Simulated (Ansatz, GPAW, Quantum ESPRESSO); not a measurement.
## TiC: programs and potentials compared

```
CELL_PARAMETERS angstrom
0.00000 2.16572 2.16572
2.16572 0.00000 2.16572
2.16572 2.16572 0.00000
ATOMIC_POSITIONS crystal
Ti 0.00000 0.00000 0.00000
C 0.50000 0.50000 0.50000
```

The cell is a database's computed one, not the measured one.

Alike in all runs: task band structure; functional PBEsol; k mesh 11 × 11 × 11; occupations fermi-dirac, width 0.05 eV; no spin polarisation; no spin-orbit coupling. Pressure is positive in compression and, in plane waves, holds the error of the finite cutoff, which Ansatz's Pulay term estimates and takes out.

```csv
program and potentials,plane-wave cutoff (eV),notes,pressure (GPa)
"Ansatz, Ansatz PAW",420,"potentials made for PBE, which Ansatz adapts in part; Pulay term of +0.27 GPa included",-6.71
"GPAW, PAW data sets generated for this functional",800,-,-5.85
"Ansatz, all-electron LAPW, scalar-relativistic",-,-,-6.74
"Quantum ESPRESSO, PseudoDojo 0.4.1 SR PBEsol standard",1143,-,?
```

Q: Estimate from the other rows what the run with Quantum ESPRESSO, PseudoDojo 0.4.1 SR PBEsol standard gave.

A: Pressure -6.52 GPa. The other rows, which needn't bracket it: pressure -6.74 to -5.85.
